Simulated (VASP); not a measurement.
# Ba8O7 (a cell with a defect) in VASP: notebook, part 2 of 3

VASP 6.6.1.

## 4. Single point, PBE

The input, INCAR:

```
SYSTEM = Ba8O7
PREC     = Accurate       ! precision mode
ENCUT    = 520            ! plane-wave cutoff, eV
EDIFF    = 1E-7           ! SCF threshold, eV
ISMEAR   = 1              ! smearing method
SIGMA    = 0.15           ! smearing width, eV
LREAL    = Auto         
LASPH    = .True.         ! aspherical terms in the spheres
NELM     = 60             ! most SCF steps
ALGO     = Fast           ! electronic algorithm
ISIF     = 2              ! what is computed and relaxed
LWAVE    = .False.        ! write WAVECAR
LCHARG   = .False.        ! write CHGCAR
GGA      = PE             ! functional
NBANDS   = 74             ! bands
```

The input, KPOINTS:

```
Automatic mesh
0
Gamma
  2 2 2
  0 0 0
```

The input, POSCAR:

```
Ba8O7
1.0
    0.0000000000      5.4592220000      5.4592220000
    5.4592220000      0.0000000000      5.4592220000
    5.4592220000      5.4592220000      0.0000000000
Ba O
8 7
Direct
    0.0429862534     -0.0450229905      0.0012052084
    0.0268494302     -0.0287053723      0.5011562087
   -0.0256616236      0.4762598956      0.0135780336
   -0.0256460536      0.4762837086      0.5362039683
    0.5214743969      0.0239077107     -0.0110831727
    0.5214961949      0.0239139387      0.4660870175
    0.4527814586      0.5451594568      0.0012312194
    0.4691118075      0.5289886544      0.5011641769
    0.2323306325      0.2559321640      0.2560748583
    0.2636212632      0.2442708870      0.7462453441
    0.2479530050      0.7501932510      0.2625036132
    0.2480023710      0.7501603708      0.7397958903
    0.7480209634      0.2502014939      0.0010727719
    0.7537955958      0.7344957761      0.2560413370
    0.7420788164      0.7657374989      0.7462984652
```

Potentials or basis: VASP PAW PBE potentials, release 64 (Ba_sv, O).

On the command line:

```sh
> cat potpaw_PBE.64/Ba_sv/POTCAR potpaw_PBE.64/O/POTCAR > POTCAR
> mpirun -np 1 vasp_std > vasp.out
```

OUTCAR:

```text
SYSTEM = Ba8O7
   PREC = Accurate
   ENCUT = 520
   EDIFF = 1E-7
   ISMEAR = 1
   LREAL = Auto
   LASPH = .True.
   NELM = 60
   ISIF = 2
   GGA = PE

 ion  position               nearest neighbor table
   1  0.043  0.955  0.001-  13 2.28  12 2.56  11 2.56  14 2.80  10 2.80   7 3.16   3 3.83   4 3.83
                             6 3.83   5 3.83   2 3.86   2 3.86   5 3.94   6 3.94   4 3.94   3 3.94
   2  0.027  0.971  0.501-  11 2.51  12 2.51   9 2.69  15 2.69   8 3.41   4 3.85   3 3.85   5 3.85
                             6 3.85   1 3.86   1 3.86   6 3.90   5 3.90   3 3.90   4 3.90   8 4.31
   3  0.974  0.476  0.014-   9 2.74  14 2.74  10 2.75  15 2.75  12 2.99  13 3.08   4 3.69   1 3.83
                             7 3.83   2 3.85   8 3.85   5 3.90   5 3.90   8 3.90   2 3.90   7 3.94
   4  0.974  0.476  0.536-   9 2.74  14 2.74  10 2.75  15 2.75  11 2.99  13 3.08   3 3.69   1 3.83
                             7 3.83   2 3.85   8 3.85   6 3.90   6 3.90   8 3.90   2 3.90   7 3.94
   5  0.521  0.024  0.989-  10 2.74  15 2.74   9 2.75  14 2.75  11 2.99  13 3.08   6 3.68   7 3.83
                             1 3.83   8 3.85   2 3.85   3 3.90   3 3.90   2 3.90   8 3.90   1 3.94
   6  0.521  0.024  0.466-  10 2.74  15 2.74   9 2.75  14 2.75  12 2.99  13 3.08   5 3.68   7 3.83
                             1 3.83   8 3.85   2 3.85   4 3.90   4 3.90   2 3.90   8 3.90   1 3.94
   7  0.453  0.545  0.001-  13 2.28  12 2.56  11 2.56   9 2.80  15 2.80   1 3.16   6 3.83   5 3.83
                             3 3.83   4 3.83   8 3.86   8 3.86   4 3.94   3 3.94   5 3.94   6 3.94
   8  0.469  0.529  0.501-  12 2.51  11 2.51  14 2.69  10 2.69   2 3.41   5 3.85   6 3.85   3 3.85
                             4 3.85   7 3.86   7 3.86   6 3.90   5 3.90   4 3.90   3 3.90   2 4.31
   9  0.232  0.256  0.256-   2 2.69   4 2.74   3 2.74   6 2.75   5 2.75   7 2.80
  10  0.264  0.244  0.746-   8 2.69   6 2.74   5 2.74   4 2.75   3 2.75   1 2.80
  11  0.248  0.750  0.263-   2 2.51   8 2.51   1 2.56   7 2.56   5 2.99   4 2.99
  12  0.248  0.750  0.740-   2 2.51   8 2.51   7 2.56   1 2.56   6 2.99   3 2.99
  13  0.748  0.250  0.001-   1 2.28   7 2.28   3 3.08   4 3.08   5 3.08   6 3.08
  14  0.754  0.734  0.256-   8 2.69   3 2.74   4 2.74   5 2.75   6 2.75   1 2.80
  15  0.742  0.766  0.746-   2 2.69   5 2.74   6 2.74   3 2.75   4 2.75   7 2.80

  LATTYP: Found a face centered cubic cell.
 ALAT       =    10.9184440000

  Lattice vectors:

[... 186 lines left out ...]
  free energy    TOTEN  =       -81.21059869 eV

  energy without entropy =      -81.20695702  energy(sigma->0) =      -81.20938480

 E-fermi :   4.6738     XC(G=0):  -9.7146

 val. band max:        4.6230136800   @ k =   0.0000   0.5000   0.0000
 cond. band min:       4.7120799731   @ k =   0.0000   0.0000   0.0000
 fundamental gap:      0.0890662931
 Fermi energy:         4.6738417118

 k-point     1 :       0.0000    0.0000    0.0000
  band No.  band energies     occupation
      1     -23.9670      2.00000
      2     -23.7692      2.00000
      3     -23.7526      2.00000
      4     -23.6791      2.00000
      5     -23.5836      2.00000
      6     -23.4600      2.00000
[... 597 lines left out ...]
     72       7.2724     -0.00000
     73       7.4004     -0.00000
 [bands above 73 left out]

------------------------ aborting loop because EDIFF is reached ----------------------------------------

  FORCE on cell =-STRESS in cart. coord.  units (eV):
  Direction    XX          YY          ZZ          XY          YZ          ZX
  --------------------------------------------------------------------------------------
  -------------------------------------------------------------------------------------
  Total       21.4431416     21.4449374      6.5660488     -7.5738576      0.0025343     -0.0033551
  in kB      105.5788033    105.5876448     32.3290117    -37.2911225      0.0124783     -0.0165194
  external PRESSURE =      81.1651533 kB  Pullay stress =       0.0000000 kB

 VOLUME and BASIS-vectors are now :
 -----------------------------------------------------------------------------
  energy-cutoff  :      520.00
  volume of cell :      325.40
      direct lattice vectors                 reciprocal lattice vectors
     0.000000000  5.459222000  5.459222000    -0.091588142  0.091588142  0.091588142
     5.459222000  0.000000000  5.459222000     0.091588142 -0.091588142  0.091588142
     5.459222000  5.459222000  0.000000000     0.091588142  0.091588142 -0.091588142

 POSITION                                       TOTAL-FORCE (eV/Angst)
 -----------------------------------------------------------------------------------
      5.22001      0.24125      5.44810        -0.245775      0.248156     -0.002675
      8.03844      2.88250      5.44909         0.162452     -0.162679     -0.010695
      2.67413      5.39325      7.91914         0.018279      0.004953     -0.031848
      5.52740      8.24647      7.91935        -0.004918     -0.018326     -0.031863
      5.52923      8.24556      2.97736        -0.025868     -0.012846      0.032277
      2.67502      5.39144      2.97752         0.012581      0.026033      0.032633
      2.98287      2.47856      5.44798         0.247819     -0.245237      0.005842
      5.62383      5.29695      5.44885        -0.161899      0.161368      0.001186
      2.79516      2.66631      2.66554        -0.011554      0.011171      0.049082
      5.40745      5.51309      2.77270         0.011192     -0.010550     -0.046895
      5.52854      2.78670      5.44910        -0.057030     -0.057313     -0.000576
      8.13400      5.39261      5.44919         0.056078      0.054540     -0.000530
      1.37176      4.08947      5.44952        -0.001591      0.000368      0.003289
      5.40756      5.51292      8.12491         0.010311     -0.010519      0.045675
      8.25454      8.12538      8.23150        -0.010077      0.010881     -0.044903
 -----------------------------------------------------------------------------------
    total drift:                               -0.009266      0.006552     -0.001453

  FREE ENERGIE OF THE ION-ELECTRON SYSTEM (eV)
  ---------------------------------------------------
  free  energy   TOTEN  =       -81.2105986923 eV

  energy  without entropy=      -81.2069570202  energy(sigma->0) =      -81.20938480
```

stdout:

```text
POSCAR found type information on POSCAR BaO
 POSCAR found :  2 types and      15 ions
 scaLAPACK will be used
 LDA part: xc-table for (Slater+PW92), standard interpolation
 POSCAR, INCAR and KPOINTS ok, starting setup
 FFT: planning ... GRIDC
 FFT: planning ... GRID_SOFT
 FFT: planning ... GRID
 WAVECAR not read
 entering main loop
WARNING in EDDRMM: call to ZHEGV failed, returncode =   6  3     62
 num prob RMM:  21    -0.812105975307E+02   -0.14067E-05   -0.13390E-05  1662   0.481E-03    0.119E-03
 num prob  num prob  num prob  num prob  num prob RMM:  22    -0.812105980585E+02   -0.52778E-06   -0.44426E-06  1460   0.324E-03    0.746E-04
 num prob  num prob  num prob  num prob  num prob  num prob WARNING in EDDRMM: call to ZHEGV failed, returncode =   8  4     65
 num prob WARNING in EDDRMM: call to ZHEGV failed, returncode =   6  3     63
 num prob  num prob  num prob  num prob  num prob  num prob RMM:  24    -0.812105985887E+02   -0.17783E-06   -0.10170E-06  1144   0.147E-03    0.233E-04
 num prob  num prob  num prob  num prob  num prob  num prob  num prob  num prob  num prob  num prob  num prob  num prob  num prob  num prob  num prob  num prob  num prob WARNING in EDDRMM: call to ZHEGV failed, returncode =   8  4     65
 num prob  num prob  num prob  num prob  num prob  num prob  num prob  num prob  num prob  num prob  num prob  num prob  num prob  num prob  num prob  num prob  num prob  num prob  num prob  num prob  num prob  num prob  num prob  num prob  num prob  num prob  num prob  num prob WARNING in EDDRMM: call to ZHEGV failed, returncode =   8  4     67
```

Run time: 7.5 min. Hardware: 1 thread of Intel Xeon Platinum 8488C (Sapphire Rapids), shared host; peak memory 0.53 GiB.

Results:

```
Free energy            : -81.2106 eV
Pressure               : 8.1 GPa
Largest force          : 0.349 eV/Å
Band gap on the k mesh : none (metal or under the smearing width)
```

Forces on the atoms (eV/Å):
```
Ba  -0.246  0.248 -0.003
Ba   0.162 -0.163 -0.011
Ba   0.018  0.005 -0.032
Ba  -0.005 -0.018 -0.032
Ba  -0.026 -0.013  0.032
Ba   0.013  0.026  0.033
Ba   0.248 -0.245  0.006
Ba  -0.162  0.161  0.001
O   -0.012  0.011  0.049
O    0.011 -0.011 -0.047
O   -0.057 -0.057 -0.001
O    0.056  0.055 -0.001
O   -0.002  0.000  0.003
O    0.010 -0.011  0.046
O   -0.010  0.011 -0.045
```

Caveat: the k mesh is coarse (spacing up to 0.50 Å⁻¹), so the values aren't converged.

## 5. Single point, PBE

The input, INCAR:

```
PREC = Accurate
ENCUT = 520
EDIFF = 1E-6
ISMEAR = 1
SIGMA = 0.15
LREAL = Auto
LASPH = True
NELM = 80
ALGO = Normal
ISIF = 2
LWAVE = False
LCHARG = False
GGA = PE
NBANDS = 74
```

The input, KPOINTS:

```
Automatic mesh
0
Gamma
  2 2 2
```

The input, POSCAR:

```
Ba8O7
1.0
    0.0000000000      5.4592220000      5.4592220000
    5.4592220000      0.0000000000      5.4592220000
    5.4592220000      5.4592220000      0.0000000000
Ba O
8 7
Direct
    0.0281408230     -0.0300689366      0.0051567787
    0.0156425220     -0.0176074540      0.5033037675
   -0.0129284905      0.4894026108      0.0018135368
   -0.0189207363      0.4834081670      0.5244764730
    0.5147742664      0.0169639557     -0.0092476547
    0.5087759758      0.0109627343      0.4802975589
    0.4676984193      0.5304507675      0.0051308593
    0.4802191594      0.5179384535      0.5032315960
    0.2344701315      0.2569892743      0.2504528118
    0.2613928322      0.2433917324      0.7437824474
    0.2479084016      0.7502288788      0.2754181823
    0.2479660105      0.7501916024      0.7451624975
    0.7479465939      0.2502214601     -0.1308249600
    0.7547382209      0.7367501267      0.2504269839
    0.7411381146      0.7635850859      0.7438245779
```

Potentials or basis: VASP PAW PBE potentials, release 64 (Ba_sv, O).

On the command line:

```sh
> cat potpaw_PBE.64/Ba_sv/POTCAR potpaw_PBE.64/O/POTCAR > POTCAR
> mpirun -np 1 vasp_std > vasp.out
```

OUTCAR:

```text
PREC = Accurate
   ENCUT = 520
   EDIFF = 1E-6
   ISMEAR = 1
   LREAL = Auto
   LASPH = True
   NELM = 80
   ISIF = 2
   GGA = PE

 ion  position               nearest neighbor table
   1  0.028  0.970  0.005-  13 2.40  12 2.63  11 2.69  14 2.77  10 2.77   7 3.39   2 3.85   5 3.85
                             4 3.85   6 3.85   3 3.85   2 3.88   3 3.89   6 3.89   4 3.89   5 3.89
   2  0.016  0.982  0.503-  11 2.51  12 2.59  15 2.70   9 2.70   8 3.59   5 3.82   4 3.82   3 3.83
                             6 3.83   1 3.85   1 3.88   6 3.90   3 3.90   4 3.91   5 3.91   8 4.13
   3  0.987  0.489  0.002-  14 2.71   9 2.71  15 2.76  10 2.76  12 2.85   4 3.73   2 3.83   8 3.83
                             7 3.85   1 3.85   5 3.87   5 3.87   1 3.89   7 3.89   8 3.90   2 3.90
   4  0.981  0.483  0.524-  13 2.69  14 2.74  15 2.74   9 2.74  10 2.74  11 2.92   3 3.73   8 3.82
                             2 3.82   7 3.85   1 3.85   6 3.87   6 3.87   1 3.89   7 3.89   2 3.91
   5  0.515  0.017  0.991-  13 2.69  15 2.74  10 2.74  14 2.74   9 2.74  11 2.92   6 3.73   2 3.82
                             8 3.82   1 3.85   7 3.85   3 3.87   3 3.87   7 3.89   1 3.89   8 3.91
[... 829 lines left out ...]
  -------------------------------------------------------------------------------------
  Total       17.2687472     17.2635068     10.5143411     -2.5120411     -0.0012406     -0.0010072
  in kB       85.0254919     84.9996899     51.7690721    -12.3684439     -0.0061085     -0.0049589
  external PRESSURE =      73.9314180 kB  Pullay stress =       0.0000000 kB

 VOLUME and BASIS-vectors are now :
 -----------------------------------------------------------------------------
  energy-cutoff  :      520.00
  volume of cell :      325.40
      direct lattice vectors                 reciprocal lattice vectors
     0.000000000  5.459222000  5.459222000    -0.091588142  0.091588142  0.091588142
     5.459222000  0.000000000  5.459222000     0.091588142 -0.091588142  0.091588142
     5.459222000  5.459222000  0.000000000     0.091588142  0.091588142 -0.091588142

 POSITION                                       TOTAL-FORCE (eV/Angst)
 -----------------------------------------------------------------------------------
      5.32322      0.18178      5.44870         0.138476      0.163007      0.000146
      8.11075      2.83304      5.44849         0.323892     -0.097625      0.005612
      2.68166      5.39854      8.06040         0.053276      0.060350      0.146452
      5.50227      8.21916      7.99496        -0.010890     -0.005481      0.091032
      5.50135      8.21900      2.90288         0.001791     -0.005108     -0.091446
      2.68190      5.39957      2.83737         0.053289      0.047712     -0.147339
      2.92386      2.58128      5.44912         0.162991      0.138460     -0.004937
      5.57479      5.36888      5.44916        -0.097709      0.323073     -0.000505
      2.77024      2.64730      2.68299         0.011061      0.063983      0.035910
      5.38920      5.48748      2.75573         0.065235      0.014512     -0.032755
      5.59924      2.85696      5.44905         0.050066      0.051432     -0.000924
      8.16347      5.42171      5.44916         0.173742      0.172618     -0.001204
      6.11103      8.82823      5.44922        -1.001668     -1.000191      0.000097
      5.38922      5.48742      8.14237         0.062755      0.011370      0.034104
      8.22928      8.10674      8.21462         0.013694      0.061890     -0.034242
 -----------------------------------------------------------------------------------
    total drift:                                0.007190      0.004957      0.002214

  FREE ENERGIE OF THE ION-ELECTRON SYSTEM (eV)
  ---------------------------------------------------
  free  energy   TOTEN  =       -82.3691412576 eV

  energy  without entropy=      -82.3619991942  energy(sigma->0) =      -82.36676057
```

OSZICAR:

```text
N       E                     dE             d eps       ncg     rms          rms(c)
DAV:   1     0.925278533060E+03    0.92528E+03   -0.60090E+04  1184   0.152E+03
DAV:   2    -0.271471366734E+02   -0.95243E+03   -0.92553E+03  1596   0.315E+02
DAV:   3    -0.990382965276E+02   -0.71891E+02   -0.71222E+02  1368   0.917E+01
DAV:   4    -0.102083703257E+03   -0.30454E+01   -0.30306E+01  1824   0.158E+01
DAV:   5    -0.102124945551E+03   -0.41242E-01   -0.41107E-01  1550   0.201E+00    0.273E+01
DAV:   6    -0.829489622962E+02    0.19176E+02   -0.13644E+02  1432   0.347E+01    0.175E+01
DAV:   7    -0.824878910540E+02    0.46107E+00   -0.14852E+01  1384   0.129E+01    0.703E+00
DAV:   8    -0.823495420989E+02    0.13835E+00   -0.11005E+00  1536   0.379E+00    0.240E+00
DAV:   9    -0.823617820727E+02   -0.12240E-01   -0.15593E-01  1592   0.144E+00    0.516E-01
DAV:  10    -0.823667980440E+02   -0.50160E-02   -0.16569E-02  1512   0.465E-01    0.285E-01
DAV:  11    -0.823688334828E+02   -0.20354E-02   -0.36002E-03  1360   0.244E-01    0.886E-02
DAV:  12    -0.823691138559E+02   -0.28037E-03   -0.67553E-04  1464   0.912E-02    0.289E-02
DAV:  13    -0.823691359113E+02   -0.22055E-04   -0.12468E-04  1584   0.375E-02    0.177E-02
DAV:  14    -0.823691423744E+02   -0.64631E-05   -0.25171E-05  1376   0.200E-02    0.102E-02
DAV:  15    -0.823691409575E+02    0.14168E-05   -0.72744E-06  1296   0.895E-03    0.347E-03
DAV:  16    -0.823691412576E+02   -0.30007E-06   -0.89613E-07   880   0.405E-03
   1 F= -.82369141E+02 E0= -.82366761E+02  d E =-.714206E-02
```

Wall time 4.5 min (1 thread of Intel Xeon Platinum 8488C (Sapphire Rapids), shared host); peak memory 0.53 GiB.

Results:

```yaml
Free_energy: -82.3691 eV
Pressure: 7.4 GPa
Largest_force: 1.416 eV/Å
Band_gap_on_the_k_mesh: none (metal or under the smearing width)
```

Forces on the atoms (eV/Å):
```
Ba   0.138  0.163  0.000
Ba   0.324 -0.098  0.006
Ba   0.053  0.060  0.146
Ba  -0.011 -0.005  0.091
Ba   0.002 -0.005 -0.091
Ba   0.053  0.048 -0.147
Ba   0.163  0.138 -0.005
Ba  -0.098  0.323 -0.001
O    0.011  0.064  0.036
O    0.065  0.015 -0.033
O    0.050  0.051 -0.001
O    0.174  0.173 -0.001
O   -1.002 -1.000  0.000
O    0.063  0.011  0.034
O    0.014  0.062 -0.034
```

Caveat: the k mesh is coarse (spacing up to 0.50 Å⁻¹), so the values aren't converged. The run has no spin-orbit coupling, so splittings on Ba are missing.

[end of part 2 of 3]
